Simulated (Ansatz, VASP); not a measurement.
## InAs: VASP beside Ansatz

```
In As
1.0
     0.00000    3.01800    3.01800
     3.01800    0.00000    3.01800
     3.01800    3.01800    0.00000
In As
1 1
Direct
  0.00000 0.00000 0.00000
  0.75000 0.75000 0.75000
```

Alike in both runs: task single point; functional PBE; k mesh 8 × 8 × 8; occupations gaussian, width 0.014 eV; no spin polarisation.

|  | VASP | Ansatz |
| --- | --- | --- |
| version | VASP 6.6.1 | Ansatz 0.2.0 |
| potentials or method | VASP PAW PBE potentials, release 64 (In_d, As) | Ansatz PAW |
| plane-wave cutoff (eV) | 520 | 420 |
| valence electrons in the cell | 18 | 28 |

Ansatz gave:

* gap on the k mesh at the Fermi level (eV): none
* pressure (GPa): 4.3

Question: What did VASP give for the same quantities?

Answer: gap on the k mesh at the Fermi level (eV): none; pressure (GPa): 4.4.

A gap of «none» marks a metal or a gap that the smearing closes. With one functional, cell and mesh, what is left measures potentials, basis and numerics. The two sets of potentials don't hold the same shells in valence.

Caveats: this crystal is a semiconductor, whose small gap the functional closes, so the metal is an error of the method.
